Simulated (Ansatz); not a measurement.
Input of an Ansatz 0.2.0 run:

The input input.yaml:

```yaml
crystal:
  lattice:
    - [3.72889799, -0.42192545, 0.02236748]
    - [-0.28447333, 3.27547427, 3.11008119]
    - [0.31642704, -2.75370717, 2.58991837]
  atoms:
    - { symbol: Ba, position: [0.00363726, 0.99726942, 0.99850154] }
    - { symbol: Ti, position: [0.50024523, 0.51160785, 0.51018213] }
    - { symbol: O, position: [0.99835421, 0.49281682, 0.49503598] }
    - { symbol: O, position: [0.4999067, 0.50153978, 0.99453815] }
    - { symbol: O, position: [0.4978566, 0.99298613, 0.49796219] }
hamiltonian:
  xc: pbe
  pseudopotentials: { kind: paw }
kpoints:
  mp_grid: { grid: [7, 6, 7] }
scf:
  occupations: { method: fermi_dirac, width: 0.05 }
output:
  forces: true
  stress: true
  eigenvalues: true
relax:
  f_tol: 0.01
  max_steps: 40
  cell: { stress_tol: 0.05 }
```

Potentials or basis: Ansatz PAW.

Command:

```sh
$ ansatz run input.yaml --threads 2 --pin off --max-ram 5632MiB --backend cpu --events-out ev --progress --plain --runs-dir out
```

Q: Estimate the relaxed cell.

A: a = 4.053 Å, b = 4.070 Å, c = 4.057 Å, α = 89.68°, β = 89.71°, γ = 89.69°.

Q: Estimate the relaxed volume.

A: 13.39 Å³/atom.

Q: What does it give for the space group after relaxing (to 0.05 Å)?

A: R3m (No. 160).

Final structure:
```
Ba Ti O
1.0
     4.05262    0.00147    0.01380
     0.01108    2.87016    2.88591
     0.01143   -2.86090    2.87717
Ba Ti O
1 1 3
Direct
  0.00876 0.00916 0.00832
  0.52260 0.52389 0.52243
  0.98279 0.49141 0.49166
  0.49270 0.49161 0.98151
  0.49315 0.98015 0.49230
```

Caveat: odd divisions of the mesh miss points on the zone boundary, where band edges often lie, so the gap on the mesh can be too wide; the pressure holds a Pulay correction of +0.5 GPa for the finite cutoff; spin-orbit coupling is left out, which moves the levels of the heavy elements. Zero-point motion and thermal expansion aren't in these numbers.
